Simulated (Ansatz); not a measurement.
Bulk crystal (CoSi$_{2}$) after relaxation:

```
Co Si
1.0
     0.00000   -2.65625   -2.65625
     2.65625    0.00000   -2.65625
     2.65625   -2.65625    0.00000
Co Si
1 2
Cartesian
  0.0000 0.0000 0.0000
  1.3281 -1.3281 -1.3281
  3.9844 -3.9844 -3.9844
```

Miller indices refer to the conventional cell of Fm-3m (No. 225), a = 5.313 Å, b = 5.313 Å, c = 5.313 Å, α = 90.00°, β = 90.00°, γ = 90.00°.

Consider the (111) slab of 12 planes, 10.7 Å thick with 15 Å of vacuum as cut; outer planes Si (top) and Si (bottom), all atoms relaxed.

These are results of DFT PBEsol, scalar-relativistic, plane waves, PAW (Ansatz 0.2.0), not measurements. Settings: cutoff 420 eV, Γ-centred mesh 9×9×1 on the computed 12-atom cell, Gaussian smearing of 0.10 eV; no spin polarisation. The cell repeats along c with a dipole correction in the vacuum.

**Question.** Estimate the surface energy (mean of both faces).

**Answer.** 1.73 J/m².

**Question.** Predict the work function.

**Answer.** 5.07 eV.

**Question.** The top two planes lie 0.767 Å apart in the bulk. How does relaxation change this?

**Answer.** The spacing becomes 0.661 Å (-13.8 %).

Spin polarisation was left out, and a magnetic state may lie lower.